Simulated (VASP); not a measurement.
# Sn (I4_1/amd) in VASP: notebook, part 2 of 2

VASP 6.6.1.

## (5) Relaxation of cell and atoms, PBE

This run uses another cell than the first one, of 27.17 Å³/atom, 1.120 times its volume.

Contents of INCAR:

```
PREC     = Accurate       # precision mode
ENCUT    = 600            # plane-wave cutoff, eV
EDIFF    = 1E-6           # SCF threshold, eV
ISMEAR   = 0              # smearing method
SIGMA    = 0.03           # smearing width, eV
LREAL    = F              # projectors in reciprocal space
LASPH    = T              # aspherical terms in the spheres
NELM     = 80             # most SCF steps
ALGO     = Normal         # electronic algorithm
ISIF     = 3              # what is computed and relaxed
LWAVE    = F              # write WAVECAR
LCHARG   = F              # write CHGCAR
GGA      = PE             # functional
IBRION   = 2              # ionic algorithm
NSW      = 90             # ionic steps
EDIFFG   = -0.01          # ionic threshold
```

Contents of KPOINTS:

```
regular mesh
0
Gamma
  12 12 12
```

Contents of POSCAR:

```
Sn
1.0
   -2.9196440750      2.9196440750      1.5938000000
    2.9196440750     -2.9196440750      1.5938000000
    2.9196440750      2.9196440750     -1.5938000000
Sn
2
Direct
    0.0000000000      0.0000000000      0.0000000000
    0.7500000000      0.2500000000      0.5000000000
```

Potentials or basis: VASP PAW PBE potentials, release 64 (Sn_d).

The run is started by

```sh
cat potpaw_PBE.64/Sn_d/POTCAR > POTCAR
mpirun -np 1 vasp_std > vasp.out
```

OUTCAR:

```text
PREC = Accurate
   ENCUT = 600
   EDIFF = 1E-6
   ISMEAR = 0
   LREAL = F
   LASPH = T
   NELM = 80
   ISIF = 3
   GGA = PE
   IBRION = 2
   NSW = 90
   EDIFFG = -0.01

 ion  position               nearest neighbor table
   1  0.000  0.000  0.000-   2 3.03   2 3.03   2 3.03   2 3.03
   2  0.750  0.250  0.500-   1 3.03   1 3.03   1 3.03   1 3.03

  LATTYP: Found a body centered tetragonal cell.
 ALAT       =     5.8392881500
 C/A-ratio  =     0.5458884573

  Lattice vectors:

 A1 = (  -2.9196440750,   2.9196440750,   1.5938000000)
 A2 = (   2.9196440750,  -2.9196440750,   1.5938000000)
 A3 = (   2.9196440750,   2.9196440750,  -1.5938000000)

Analysis of symmetry for initial positions (statically):
[... 359 lines left out ...]
 Free energy of the ion-electron system (eV)
  ---------------------------------------------------
  ext. energy  EPLUGINS =         0.00000000
  ---------------------------------------------------
  free energy    TOTEN  =        -7.61198808 eV

  energy without entropy =       -7.61153640  energy(sigma->0) =       -7.61176224

 E-fermi :   7.4324     XC(G=0): -10.0962

 val. band max:        7.4262432478   @ k =  -0.3333  -0.4167   0.0833
 cond. band min:       7.4424116147   @ k =   0.4167   0.4167   0.0000
 fundamental gap:      0.0161683669
 Fermi energy:         7.4323598578

 k-point     1 :       0.0000    0.0000    0.0000
  band No.  band energies     occupation
      1     -14.1638      2.00000
      2     -14.0936      2.00000
      3     -14.0509      2.00000
      4     -14.0440      2.00000
      5     -13.9146      2.00000
      6     -13.9146      2.00000
[... 481 lines left out ...]
      5     -13.9573      2.00000
      6     -13.9333      2.00000
[... 10 lines left out ...]
     17      10.3295      0.00000
     18      12.6341      0.00000

 [... further k-points ...]
[... 5 lines left out ...]
  --------------------------------------------------------------------------------------
  -------------------------------------------------------------------------------------
  Total       -0.0098524     -0.0098524      0.0003917      0.0000000      0.0000000      0.0000000
  in kB       -0.2781070     -0.2781070      0.0110576      0.0000000      0.0000000      0.0000000
  external PRESSURE =      -0.1817188 kB  Pullay stress =       0.0000000 kB
[... 17 lines left out ...]
  FREE ENERGIE OF THE ION-ELECTRON SYSTEM (eV)
  ---------------------------------------------------
  free  energy   TOTEN  =        -7.6119880782 eV

  energy  without entropy=       -7.6115363999  energy(sigma->0) =       -7.61176224

 reached required accuracy - stopping structural energy minimisation
```

CONTCAR:

```text
Sn
   1.00000000000000
    -2.9646988983549996    2.9646988983549996    1.6144270097957847
     2.9646988983549996   -2.9646988983549996    1.6144270097957847
     2.9646988983549996    2.9646988983549996   -1.6144270097957847
  Sn
     2
Direct
     0.0000000000000000    0.0000000000000000    0.0000000000000000
     0.7500000000000000    0.2500000000000000    0.5000000000000000

  0.00000000E+00  0.00000000E+00  0.00000000E+00
  0.00000000E+00  0.00000000E+00  0.00000000E+00
```

It took 6.4 min on 1 thread of Intel Xeon Platinum 8488C (Sapphire Rapids), shared host; peak memory 0.33 GiB.

What came out:

```yaml
Free_energy: -7.6120 eV
Relaxed_volume: 28.38 Å³/atom
Relaxed_cell: a = 4.493 Å, b = 4.493 Å, c = 4.493 Å, α = 97.42°, β = 97.42°, γ = 137.88°
Space_group_after_relaxing_to_0.05_Å: I4_1/amd (No. 141)
Energy_gained_by_relaxing: 8.4 meV/atom
Ionic_steps: 6
Pressure_after_relaxing: 0.0 GPa
Band_gap_on_the_k_mesh: none (metal or under the smearing width)
```

The path:
| step | energy change (eV) | largest force (eV/Å) | pressure (GPa) | volume (Å³) |
| --- | --- | --- | --- | --- |
| 1 | 0.0000 | 0.0000 | 2.30 | 54.34 |
| 2 | -0.0155 | 0.0000 | -0.53 | 57.47 |
| 3 | -0.0168 | 0.0000 | 0.03 | 56.77 |
| 4 | -0.0168 | 0.0000 | -0.08 | 56.82 |
| 5 | -0.0168 | 0.0000 | 0.06 | 56.72 |
| 6 | -0.0168 | 0.0000 | -0.02 | 56.76 |

Final structure:
```cif
data_structure
_symmetry_space_group_name_H-M 'P 1'
_symmetry_Int_Tables_number 1
_cell_length_a 4.4928
_cell_length_b 4.4928
_cell_length_c 4.4928
_cell_angle_alpha 97.419
_cell_angle_beta 97.419
_cell_angle_gamma 137.881
_cell_volume 56.76
loop_
_atom_site_label
_atom_site_type_symbol
_atom_site_fract_x
_atom_site_fract_y
_atom_site_fract_z
_atom_site_occupancy
Sn1 Sn 0.00000 0.00000 0.00000 1
Sn2 Sn 0.75000 0.25000 0.50000 1
```

PBE usually gives volumes a little too large and moduli too small. Zero-point motion and thermal expansion aren't in these numbers.

## (6) Relaxation of cell and atoms, PBE

This run uses another cell than the first one, of 28.38 Å³/atom, 1.170 times its volume.

INCAR: that of step 5 with these lines changed.

```diff
@@ -2,3 +2,3 @@
 ENCUT    = 600            # plane-wave cutoff, eV
-EDIFF    = 1E-6           # SCF threshold, eV
+EDIFF    = 1E-7           # SCF threshold, eV
 ISMEAR   = 0              # smearing method
@@ -15,2 +15,2 @@
 NSW      = 90             # ionic steps
-EDIFFG   = -0.01          # ionic threshold
+EDIFFG   = -0.005         # ionic threshold
```

KPOINTS is that of step 5.

Contents of POSCAR:

```
Sn                                      
1.0
   -2.9646988984      2.9646988984      1.6144270098
    2.9646988984     -2.9646988984      1.6144270098
    2.9646988984      2.9646988984     -1.6144270098
  Sn            
     2
Direct
     0.0000000000000000    0.0000000000000000    0.0000000000000000
     0.7500000000000000    0.2500000000000000    0.5000000000000000
```

Potentials or basis: VASP PAW PBE potentials, release 64 (Sn_d).

The run is started by

```sh
cat potpaw_PBE.64/Sn_d/POTCAR > POTCAR
mpirun -np 1 vasp_std > vasp.out
```

Wall time 92 s (1 thread of Intel Xeon Platinum 8488C (Sapphire Rapids), shared host); peak memory 0.32 GiB.

Results (log left out):

| Item | Value |
| --- | --- |
| Free energy | -7.6123 eV |
| Pressure after relaxing | 0.0 GPa |
| Band gap on the k mesh | none (metal or under the smearing width) |

Final structure:
```xyz
2
Lattice="-2.9647 2.9647 1.6144 2.9647 -2.9647 1.6144 2.9647 2.9647 -1.6144" Properties=species:S:1:pos:R:3 pbc="T T T"
Sn    0.0000    0.0000    0.0000
Sn    0.0000    2.9647    0.8072
```

Levels at points of the mesh, in eV from the Fermi level:
| k point | band 12 | band 13 | band 14 | band 15 | band 16 | band 17 |
| --- | --- | --- | --- | --- | --- | --- |
| (0.00, 0.00, 0.00) | -3.77 | -1.86 | -1.86 | 3.04 | 6.00 | 6.00 |
| (0.50, 0.00, 0.00) | -5.26 | -2.33 | -1.60 | -1.06 | 2.29 | 2.75 |
| (0.50, 0.50, 0.00) | -8.66 | 0.60 | 0.60 | 1.50 | 1.50 | 5.83 |
| (0.50, 0.50, 0.50) | -7.43 | -4.55 | -4.55 | 4.90 | 4.90 | 8.95 |

Caveat: the relaxation stopped at its first step, so nothing moved.

## (7) The runs side by side

```tsv
level	cell	target pressure	gap on the mesh (eV)	pressure (GPa)
PBE	relaxed to 10.9 GPa	10.9 GPa	none	10.9
r2SCAN	relaxed	-	none	0.0
PBE	relaxed	-	none	0.0
```

Alike in all rows: task relaxation of cell and atoms; potentials or basis VASP PAW PBE potentials, release 64 (Sn_d); no spin polarisation; k mesh 12 × 12 × 12; cutoff (eV) 600; smearing gaussian 0.03 eV.

Caveats: the relaxation stopped at its first step, so nothing moved (some runs); the cell is relaxed towards a set pressure, so the enthalpy falls and the energy may rise (some runs); the PAW data sets were made with another functional, which shifts forces and pressure a little (some runs).

Total energies depend on the potentials used, so only differences within one code and one set of settings carry meaning.
